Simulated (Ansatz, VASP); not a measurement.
# Two plane-wave programs on Cu

INCAR

```
  ALGO = Fast
  EDIFF = 1E-6
  ENCUT = 520
  GGA = PS
  ISIF = 2
  ISMEAR = 0
  LASPH = True
  LCHARG = False
  LREAL = False
  LWAVE = False
  NBANDS = 18
  NELM = 60
  PREC = Accurate
  SIGMA = 0.15
```

File KPOINTS:

```
k-points
0
Gamma
  18 18 14
```

File POSCAR:

```
Cu
1.0
    0.0000000000     -1.8075000000     -1.8075000000
    0.0000000000      1.8075000000     -1.8075000000
    3.6150000000      0.0000000000      0.0000000000
Cu
2
Direct
    0.5000000000      0.5000000000      0.5207468880
    0.0000000000      0.0000000000     -0.0207468880
```

Input for Ansatz:

```yaml
crystal:
  lattice:
    - [0.0, -1.8075, -1.8075]
    - [0.0, 1.8075, -1.8075]
    - [3.615, 0.0, 0.0]
  atoms:
    - { symbol: Cu, position: [0.5, 0.5, 0.520746888] }
    - { symbol: Cu, position: [0.0, 0.0, -0.020746888] }
basis:
  ecutwfc: 420
kpoints:
  mp_grid: { grid: [18, 18, 14] }
hamiltonian:
  xc: pbesol
scf:
  occupations: { method: gaussian, width: 0.15 }
output:
  forces: true
  stress: true
  eigenvalues: true
```

Change from the starting cell: mode 6 (233.0 1/cm) frozen in, largest displacement +0.075 Å.

Alike in both runs: task single point; functional PBEsol; k mesh 18 × 18 × 14; occupations gaussian, width 0.15 eV; no spin polarisation.

```csv
,VASP,Ansatz
version,VASP 6.6.1,Ansatz 0.2.0
potentials or method,"VASP PAW PBE potentials, release 64 (Cu)","scalar-relativistic, plane waves, PAW"
plane-wave cutoff (eV),520,420
valence electrons in the cell,22,38
```

|  | VASP | Ansatz | Ansatz less VASP |
| --- | --- | --- | --- |
| gap on the k mesh at the Fermi level (eV) | none | none | - |
| pressure (GPa) | -3.8 | -4.4 | -0.62 |
| largest component of the traceless stress (GPa) | 0.29 | 0.30 | +0.012 |
| rms of the force components (eV/Å) | 0.562 | 0.560 | -0.0016 |

Atom by atom the forces differ by 0.002 eV/Å (rms over components). A gap of «none» marks a metal or a gap that the smearing closes. The functional is the same, so the differences come from potentials, cutoffs and numerics. The two sets of potentials don't hold the same shells in valence.

Caveats: the PAW data sets were made with another functional, which shifts forces and pressure a little (VASP).
